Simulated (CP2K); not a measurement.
Runs of CP2K 2026.2 on Si3N4. Symmetry: P-43m, No. 215, cubic system. Conventional cell: a = 4.131 Å, b = 4.131 Å, c = 4.131 Å, α = 90.00°, β = 90.00°, γ = 90.00°. Around Si (site symmetry -42m) lie 4 N at 1.77 Å. N (site symmetry 3m) is surrounded by 3 Si at 1.77 Å. The cell was built by a generator and needn't be a form met in nature.

```csv
potentials or basis,quickstep method,MIXING ALPHA,ADDED_MOS,gap on the mesh (eV),pressure (GPa),largest force (eV/Å)
"GTH_POTENTIALS Si GTH-PBE-q4, N GTH-PBE-q5; SZV-MOLOPT-SR-GTH basis",GPW,0.4,[12],4.16,30.8,0.49
"GTH_POTENTIALS Si GTH-PBE-q4, N GTH-PBE-q5; TZVP-MOLOPT-GTH basis",GPW,0.4,[20],2.68,-1.0,0.01
all electrons (GAPW); pob-TZVP-rev2 basis,GAPW,0.2,[20],2.74,7.7,0.55
"POTENTIAL_UZH Si GTH-PBE-q4, N GTH-PBE-q5; ccGRB-D basis",GPW,0.4,[20],2.65,8.8,0.54
"POTENTIAL_UZH Si GTH-PBE-q4, N GTH-PBE-q5; TZV2P-MOLOPT-PBE-GTH basis",GPW,0.4,[20],(b),-1.5,0.11
all electrons (GAPW); pob-DZVP-rev2 basis,GAPW,0.2,[20],2.81,5.3,0.44
"GTH_POTENTIALS Si GTH-PBE-q4, N GTH-PBE-q5; DZVP-MOLOPT-SR-GTH basis",GPW,0.4,[20],2.69,(a),0.05
"POTENTIAL_UZH Si GTH-PBE-q4, N GTH-PBE-q5; DZVP-MOLOPT-PBE-GTH basis",GPW,0.4,[20],2.71,-0.4,0.08
```

Alike in all rows: task single point; level PBE; no spin polarisation; cell as given; k mesh 5 × 5 × 5; smearing fermi-dirac 0.05 eV.

Q: Fill in the values left out.

A: (a) -0.2; (b) 2.77.

Caveats: an odd mesh through Γ misses points on the zone boundary, where band edges often lie; the basis of atomic orbitals isn't converged, which shifts pressures, moduli and gaps; a minimal basis gives rough bond lengths, pressures and levels (some runs); a pressure of tens of GPa on the cell as given is suspect, and the run, the potentials or the cell itself is likely at fault (some runs).

The runs don't all hold the same shells in valence.
